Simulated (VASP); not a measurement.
# WC (P-6m2) in VASP: single point with PBE

Aim: the single point of WC with PBE.

All numbers are computed with VASP 6.6.1; they aren't measurements. Logs are shortened: lines on timing, memory, paths and dates and some standing lists are left out, and cuts for length are marked.

### 1 The crystal as given

It takes space group P-6m2 (No. 187, hexagonal). The conventional cell has a = 2.924 Å, b = 2.924 Å, c = 2.850 Å, α = 90.00°, β = 90.00°, γ = 120.00°. Around W (site symmetry -6m2) lie 6 C at 2.21 Å. Around C (site symmetry -6m2) lie 6 W at 2.21 Å.

### 2 Single point, PBE

INCAR reads:

```
SYSTEM = WC
PREC = Accurate ; ENCUT = 520
EDIFF = 1E-6 ; ISMEAR = 1
SIGMA = 0.1 ; LREAL = .False.
LASPH = .True. ; NELM = 80
ALGO = Normal ; ISIF = 2
LWAVE = .False. ; LCHARG = .False.
GGA = PE ; NBANDS = 16
ICORELEVEL = 1
```

KPOINTS reads:

```
regular mesh
0
Gamma
  13 13 21
  0 0 0
```

POSCAR reads:

```
WC
1.0
    2.8495700000      0.0000000000      0.0000000000
    0.0000000000      2.9239164000      0.0000000000
    0.0000000000     -1.4619583000      2.5321865200
W C
1 1
Direct
    0.0000000000      0.0000000000      0.0000000000
    0.5000000000      0.3333330000      0.6666670000
```

Potentials or basis: VASP PAW PBE potentials, release 64 (W_sv, C).

The run is started by

```
$ cat potpaw_PBE.64/W_sv/POTCAR potpaw_PBE.64/C/POTCAR > POTCAR
$ mpirun -np 1 vasp_std > vasp.out
```

OUTCAR:

```text
SYSTEM = WC
   PREC = Accurate
   ENCUT = 520
   EDIFF = 1E-6
   ISMEAR = 1
   LREAL = .False.
   LASPH = .True.
   NELM = 80
   ISIF = 2
   GGA = PE

 ion  position               nearest neighbor table
   1  0.000  0.000  0.000-   2 2.21   2 2.21   2 2.21   2 2.21   2 2.21   2 2.21
   2  0.500  0.333  0.667-   1 2.21   1 2.21   1 2.21   1 2.21   1 2.21   1 2.21

  LATTYP: Found a hexagonal cell.
 ALAT       =     2.9239164000
 C/A-ratio  =     0.9745730076

  Lattice vectors:

 A1 = (   0.0000000000,   2.9239164000,   0.0000000000)
 A2 = (   0.0000000000,  -1.4619583000,   2.5321865200)
 A3 = (   2.8495700000,   0.0000000000,   0.0000000000)

Analysis of symmetry for initial positions (statically):
=====================================================================
 Subroutine PRICEL returns:
 Original cell was already a primitive cell.

 Routine SETGRP: Setting up the symmetry group for a
 hexagonal supercell.

 Subroutine GETGRP returns: Found 12 space group operations
 (whereof 12 operations were pure point group operations)
 out of a pool of 24 trial point group operations.

The static configuration has the point symmetry D_3h.

Analysis of symmetry for dynamics (positions and initial velocities):
=====================================================================
 Subroutine PRICEL returns:
 Original cell was already a primitive cell.

 Routine SETGRP: Setting up the symmetry group for a
 hexagonal supercell.

 Subroutine GETGRP returns: Found 12 space group operations
 (whereof 12 operations were pure point group operations)
 out of a pool of 24 trial point group operations.

The dynamic configuration has the point symmetry D_3h.

 Subroutine INISYM returns: Found 12 space group operations
 (whereof 12 operations are pure point group operations),
 and found     1 'primitive' translations

----------------------------------------------------------------------------------------

                                     Primitive cell

  volume of cell :      21.0979

  direct lattice vectors                    reciprocal lattice vectors
     2.849570000  0.000000000  0.000000000     0.350930140  0.000000000  0.000000000
     0.000000000  2.923916400  0.000000000     0.000000000  0.342007042  0.197457822
     0.000000000 -1.461958300  2.532186520     0.000000000  0.000000000  0.394915616

  length of vectors
     2.849570000  2.923916400  2.923917003     0.350930140  0.394915698  0.394915616

  position of ions in fractional coordinates (direct lattice)
     0.000000000  0.000000000  0.000000000
     0.500000000  0.333333000  0.666667000

  ion indices of the primitive-cell ions
   primitive index   ion index
                 1           1
                 2           2

----------------------------------------------------------------------------------------

 KPOINTS: regular mesh

Automatic generation of k-mesh.
 Grid dimensions read from file:
 generate k-points for:   13   13   21

 Generating k-lattice:

  Cartesian coordinates                     Fractional coordinates (reciprocal lattice)
     0.026994626  0.000000000  0.000000000     0.076923077  0.000000000  0.000000000
     0.000000000  0.026308234  0.015189063     0.000000000  0.076923077  0.000000000
     0.000000000  0.000000000  0.018805506     0.000000000  0.000000000  0.047619048

  Length of vectors
     0.026994626  0.030378131  0.018805506

  Shift w.r.t. Gamma in fractional coordinates (k-lattice)
     0.000000000  0.000000000  0.000000000

 -----------------------------------------------------------------------------
|                                                                             |
|           W    W    AA    RRRRR   N    N  II  N    N   GGGG   !!!           |
|           W    W   A  A   R    R  NN   N  II  NN   N  G    G  !!!           |
|           W    W  A    A  R    R  N N  N  II  N N  N  G       !!!           |
|           W WW W  AAAAAA  RRRRR   N  N N  II  N  N N  G  GGG   !            |
|           WW  WW  A    A  R   R   N   NN  II  N   NN  G    G                |
|           W    W  A    A  R    R  N    N  II  N    N   GGGG   !!!           |
|                                                                             |
|     Your reciprocal lattice and k-lattice belong to different lattice       |
|     classes:                                                                |
|                                                                             |
|        The reciprocal lattice is hexagonal,                                 |
|        whereas your k-lattice is simple monoclinic.                         |
|                                                                             |
|     Results are often still useful ...                                      |
|                                                                             |
 -----------------------------------------------------------------------------

 WARNING: IBZKPT: internal override: KBLOWUP is changed to .FALSE.
      ... skipping the blow-up phase ...

 Subroutine IBZKPT returns following result:
 ===========================================

 Found    959 irreducible k-points:

 Following reciprocal coordinates:
            Coordinates               Weight
  0.000000  0.000000  0.000000      1.000000
  0.076923  0.000000  0.000000      2.000000
  0.153846  0.000000  0.000000      2.000000
  0.230769  0.000000  0.000000      2.000000
  0.307692  0.000000  0.000000      2.000000
  0.384615  0.000000  0.000000      2.000000
[... 16 lines left out ...]
  0.076923  0.230769  0.000000      4.000000
  0.153846  0.230769  0.000000      4.000000
 [... further k-points ...]
   k-points           NKPTS =    959   k-points in BZ     NKDIM =    959   number of bands    NBANDS=     16
   number of dos      NEDOS =    301   number of ions     NIONS =      2
   total plane-waves  NPLWV =  13824
   dimension x,y,z NGX =    24 NGY =   24 NGZ =   24
   dimension x,y,z NGXF=    48 NGYF=   48 NGZF=   48
   ions per type =               1   1
   NGX,Y,Z   is equivalent  to a cutoff of  14.00, 13.65, 13.65 a.u.
   NGXF,Y,Z  is equivalent  to a cutoff of  28.00, 27.29, 27.29 a.u.
 SYSTEM =  WC
   PREC   = accura    normal or accurate (medium, high low for compatibility)
   ISTART =      0    job   : 0-new  1-cont  2-samecut
   ICHARG =      2    charge: 1-file 2-atom 10-const
   ISPIN  =      1    spin polarized calculation?
   LNONCOLLINEAR =      F non collinear calculations
   LSORBIT =      F    spin-orbit coupling
   LASPH  =      T    aspherical Exc in radial PAW
   ENCUT  =  520.0 eV  38.22 Ry    6.18 a.u.   5.30  5.44  5.44*2*pi/ulx,y,z
   NELM   =     80;   NELMIN=  2; NELMDL= -5     # of ELM steps
   EDIFF  = 0.1E-05   stopping-criterion for ELM
   LREAL  =      F    real-space projection
[... 7 lines left out ...]
   TEBEG  =    0.0;   TEEND  =   0.0 temperature during run
   PSTRESS=    0.0 pullay stress
   NELECT =      18.0000    total number of electrons
   NUPDOWN=      -1.0000    fix difference up-down
   EMIN   =  10.00;   EMAX   =-10.00  energy-range for DOS
   EFERMI =   0.00;   METHOD = LEGACY
   ISMEAR =     1;   SIGMA  =   0.10  broadening in eV -4-tet -1-fermi 0-gaus
   EFERMI_NEDOS =   21; number of points for ismear=-14 and -15
   IALGO  =     38    algorithm
   IMIX   =      4    mixing-type and parameters
     AMIX     =   0.40;   BMIX     =  1.00
     AMIX_MAG =   1.60;   BMIX_MAG =  1.00
  volume/ion in A,a.u.               =      10.55        71.19
  Fermi-wavevector in a.u.,A,eV,Ry     =   1.552693  2.934165 32.801693  2.410856
  Thomas-Fermi vector in A             =   2.657032
   LORBIT       =      0    0 simple, 1 ext, 2 COOP (PROOUT), +10 PAW based schemes
   GGA     = PE    functional components
   LHFCALC =     F    Hartree Fock is set to
   AEXX    =    0.0000 exact exchange contribution
   IVDW    =     0    specifies the selected vdW correction
   LEPSILON=     F    determine dielectric tensor
   LRPA    =     F    only Hartree local field effects (RPA)
 non-spin polarized calculation
 Methfessel and Paxton  Order N= 1 SIGMA  =   0.10
  energy-cutoff  :      520.00
  volume of cell :       21.10
 maximum number of plane-waves:       599
 NGX is ok and might be reduce to    24
   NGX = 11   NGY = 11   NGZ = 11

 number of electron      18.0000000 magnetization

 Free energy of the ion-electron system (eV)
  ---------------------------------------------------
  ext. energy  EPLUGINS =         0.00000000
  ---------------------------------------------------
  free energy    TOTEN  =       -22.44961331 eV

  energy without entropy =      -22.44986292  energy(sigma->0) =      -22.44969651

 the core state eigenenergies are
   1-  1s -69452.1291  2s -11972.7182  2p -10466.3215  3s  -2745.3316  3p  -2299.4446
       3d  -1787.4058  4s   -553.8021  4p   -407.5911  4d   -222.4756  4f    -17.3843

   2-  1s   -254.4694

 E-fermi :  10.8444     XC(G=0): -13.7080

 val. band max:       10.8220054587   @ k =   0.3846   0.0000   0.4762
 cond. band min:      10.8471097838   @ k =   0.4615   0.0769   0.4762
 fundamental gap:      0.0251043251
 Fermi energy:        10.8444395082

 k-point     1 :       0.0000    0.0000    0.0000
  band No.  band energies     occupation
      1     -63.1985      2.00000
      2     -27.1748      2.00000
      3     -27.0847      2.00000
      4     -27.0847      2.00000
      5      -3.4794      2.00000
      6       6.6255      2.00000
[... 8 lines left out ...]
     15      25.0354      0.00000
     16      27.4208      0.00000

 k-point     2 :       0.0769    0.0000    0.0000
  band No.  band energies     occupation
      1     -63.1963      2.00000
      2     -27.2172      2.00000
      3     -27.0811      2.00000
      4     -27.0811      2.00000
      5      -3.3375      2.00000
      6       6.5499      2.00000
[... 8 lines left out ...]
     15      25.3677      0.00000
     16      27.4550      0.00000

 k-point     3 :       0.1538    0.0000    0.0000
  band No.  band energies     occupation
      1     -63.1903      2.00000
      2     -27.3332      2.00000
      3     -27.0710      2.00000
      4     -27.0710      2.00000
      5      -2.9263      2.00000
      6       6.2221      2.00000
[... 8 lines left out ...]
     15      26.2087      0.00000
     16      27.8209      0.00000

 k-point     4 :       0.2308    0.0000    0.0000
  band No.  band energies     occupation
      1     -63.1817      2.00000
      2     -27.4934      2.00000
      3     -27.0567      2.00000
      4     -27.0567      2.00000
      5      -2.2849      2.00000
      6       5.5196      2.00000
[... 8 lines left out ...]
     15      26.7876      0.00000
     16      28.8495      0.00000

 k-point     5 :       0.3077    0.0000    0.0000
  band No.  band energies     occupation
      1     -63.1726      2.00000
      2     -27.6594      2.00000
      3     -27.0415      2.00000
      4     -27.0415      2.00000
      5      -1.4675      2.00000
      6       4.5253      2.00000
[... 8 lines left out ...]
     15      25.9796      0.00000
     16      30.4227      0.00000

 k-point     6 :       0.3846    0.0000    0.0000
  band No.  band energies     occupation
      1     -63.1650      2.00000
      2     -27.7940      2.00000
      3     -27.0288      2.00000
      4     -27.0288      2.00000
      5      -0.5469      2.00000
      6       3.4253      2.00000
[... 8 lines left out ...]
     15      24.4810      0.00000
     16      29.2441      0.00000
[... 96 lines left out ...]
 k-point    12 :       0.3077    0.0769    0.0000
  band No.  band energies     occupation
      1     -63.1696      2.00000
      2     -27.6514      2.00000
      3     -27.0855      2.00000
      4     -27.0515      2.00000
      5      -1.3740      2.00000
      6       4.5976      2.00000
[... 8 lines left out ...]
     15      25.9036      0.00000
     16      29.1659      0.00000

 k-point    13 :       0.3846    0.0769    0.0000
  band No.  band energies     occupation
      1     -63.1620      2.00000
      2     -27.7854      2.00000
      3     -27.0724      2.00000
      4     -27.0387      2.00000
      5      -0.4982      2.00000
      6       3.5268      2.00000
[... 8 lines left out ...]
     15      24.7363      0.00000
     16      28.7880      0.00000

 k-point    14 :       0.4615    0.0769    0.0000
  band No.  band energies     occupation
      1     -63.1578      2.00000
      2     -27.8599      2.00000
      3     -27.0649      2.00000
      4     -27.0315      2.00000
      5       0.2658      2.00000
      6       2.6525      2.00000
[... 8 lines left out ...]
     15      23.2424      0.00000
     16      28.0735      0.00000

 k-point    15 :       0.0000    0.1538   -0.0000
  band No.  band energies     occupation
      1     -63.1869      2.00000
      2     -27.2566      2.00000
      3     -27.1526      2.00000
      4     -27.1240      2.00000
      5      -2.8940      2.00000
      6       6.3543      2.00000
[... 8 lines left out ...]
     15      24.4177      0.00000
     16      28.6343      0.00000

 k-point    16 :       0.0769    0.1538   -0.0000
  band No.  band energies     occupation

------------------------ aborting loop because EDIFF is reached ----------------------------------------

  FORCE on cell =-STRESS in cart. coord.  units (eV):
  Direction    XX          YY          ZZ          XY          YZ          ZX
  --------------------------------------------------------------------------------------
  -------------------------------------------------------------------------------------
  Total        0.0346850      0.0137694      0.0137694     -0.0000000     -0.0000000     -0.0000000
  in kB        2.6339827      1.0456487      1.0456492     -0.0000000     -0.0000000     -0.0000000
  external PRESSURE =       1.5750935 kB  Pullay stress =       0.0000000 kB

 VOLUME and BASIS-vectors are now :
 -----------------------------------------------------------------------------
  energy-cutoff  :      520.00
  volume of cell :       21.10
      direct lattice vectors                 reciprocal lattice vectors
     2.849570000  0.000000000  0.000000000     0.350930140  0.000000000  0.000000000
     0.000000000  2.923916400  0.000000000     0.000000000  0.342007042  0.197457822
     0.000000000 -1.461958300  2.532186520     0.000000000  0.000000000  0.394915616

 POSITION                                       TOTAL-FORCE (eV/Angst)
 -----------------------------------------------------------------------------------
      0.00000      0.00000      0.00000         0.000000     -0.000000      0.000000
      1.42478     -0.00000      1.68813         0.000000      0.000000     -0.000000
 -----------------------------------------------------------------------------------
    total drift:                                0.000000      0.000336     -0.000197

  FREE ENERGIE OF THE ION-ELECTRON SYSTEM (eV)
  ---------------------------------------------------
  free  energy   TOTEN  =       -22.4496133105 eV

  energy  without entropy=      -22.4498629167  energy(sigma->0) =      -22.44969651
```

It took 2.3 min on 1 thread of AMD EPYC 9R45 (Zen 5), shared host; peak memory 0.39 GiB.

What came out:

| Item | Value |
| --- | --- |
| Free energy | -22.4496 eV |
| Pressure | 0.2 GPa |
| Band gap on the k mesh | none (metal or under the smearing width) |

Levels at points of the mesh, in eV from the Fermi level:
| k point | band 5 | band 6 | band 7 | band 8 | band 9 | band 10 | band 11 | band 12 | band 13 | band 14 |
| --- | --- | --- | --- | --- | --- | --- | --- | --- | --- | --- |
| (0.00, 0.00, 0.00) | -14.32 | -4.22 | -3.27 | -3.27 | 0.10 | 3.16 | 3.16 | 5.54 | 5.54 | 6.26 |

Core levels (eV, on the scale of the bands):
```
atom                                                                                                                levels
 1 W  1s -69452.1, 2s -11972.7, 2p -10466.3, 3s -2745.3, 3p -2299.4, 3d -1787.4, 4s -553.8, 4p -407.6, 4d -222.5, 4f -17.4
 2 C                                                                                                             1s -254.5
```
